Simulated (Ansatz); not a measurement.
**KNbO$_{3}$: the gap under strain**

KNbO$_{3}$, P4mm, a = 3.993 Å, c = 4.221 Å. The structure is a Materials Project entry; whether it is the stable form wasn't checked. Ansatz: PBE, PAW, 420 eV, Γ-centred 8×8×6 mesh on 5 atoms, Gaussian smearing 0.02 eV; no spin polarisation. Series: equal strain along all axes, cell held, atoms relaxed; x is the strain in per cent. The gap is sought over the whole zone.

```tsv
x (%)	gap y (eV)
-3.0	?
-2.0	1.700
-1.0	1.647
0.0	1.595
1.0	1.543
2.0	1.491
3.0	1.439
```

Task: Fit y = E0 + c1 x + c2 x² to the other rows, give the deformation potential for this strain, and predict the missing gap.

Result: Least squares on the rows shown. y = 1.5950 − 0.052232 x + 8.9286×10⁻⁵ x². The deformation potential is 100 c1 = -5.22 eV per unit strain of each axis, or a third of that, -1.74 eV, as the usual dE_g/d ln V. At x = -3.0 the fit asked for gives 1.752 eV. The run gave 1.752 eV, the same to the digits shown.

Semilocal functionals give gaps under the measured ones; changes of the gap mostly carry over better.